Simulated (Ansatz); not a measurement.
```
From PBE to G0W0: SiO2 (Stishovite)
1.0
     4.17730    0.00000    0.00000
     0.00000    4.17730    0.00000
     0.00000    0.00000    2.66520
Si O
2 4
Direct
  0.00000 0.00000 0.00000
  0.50000 0.50000 0.50000
  0.30590 0.30590 0.00000
  0.19410 0.80590 0.50000
  0.69410 0.69410 0.00000
  0.80590 0.19410 0.50000
# method: DFT, PBE, plane waves, PAW (and 1 further level or step)
# program: Ansatz 0.2.0
# settings of one run: cutoff 420 eV, 6×6×8 k-mesh, smearing width 0.02 eV, default PAW
# cost: 2 runs, 29 s in all on 1 × NVIDIA H100 80GB HBM3 (shared by 6 runs) with 3 threads of AMD EPYC 7R13 (Zen 3), shared host (the runs of this entry)
# notes: The cell and positions come from the Crystallography Open Database and are kept as given unless a step says otherwise. From 76 bands and 69 eV to 384 bands and 230 eV the gap moves by 8.612 − 8.301 = +0.311 eV (rung by rung 8.301, 8.491, 8.612 eV); bands and screening cutoff rise together, so their parts are not told apart. A line in one over the bands through the two highest rungs gives 8.612 + (8.612 − 8.491) × 187 / (384 − 187) = 8.727 eV, and through the pair below 8.491 + (8.491 − 8.301) × 76 / (187 − 76) = 8.621 eV. The two differ by 0.106 eV, not under the 0.030 eV asked, so the law does not hold well over these rungs and the limit is not known.
# PBE gap over mesh and path: 5.638 eV, direct, at k = Γ
# G0W0@PBE gap over 5 of 24 irreducible mesh points: 8.612 eV, direct, at k = Γ
# GW settings: 4×4×6 mesh, 368 empty bands, screening to 230 eV
# known limits: finite bands, screening cutoff and k mesh; no spin-orbit coupling in G0W0
```

[Paths, hosts, dates, memory and timing lines, banners, echoed tables and standing remarks are left out of the program output.]

[Logs are printed without paths, hosts, clocks, repeated set-up lines and the standing remarks that a program may print on its own settings, such as how far it seeks lower states.]

[Runs of the session that timed out or met a known fault of the program may be left out.]

[Cells called generated may have been cut or substituted from an entry of the Crystallography Open Database or the Materials Project.]

[Hosts, paths, dates, database ids (printed as entryN), source tags and the programs' standing remarks are cut or masked in the printed files.]
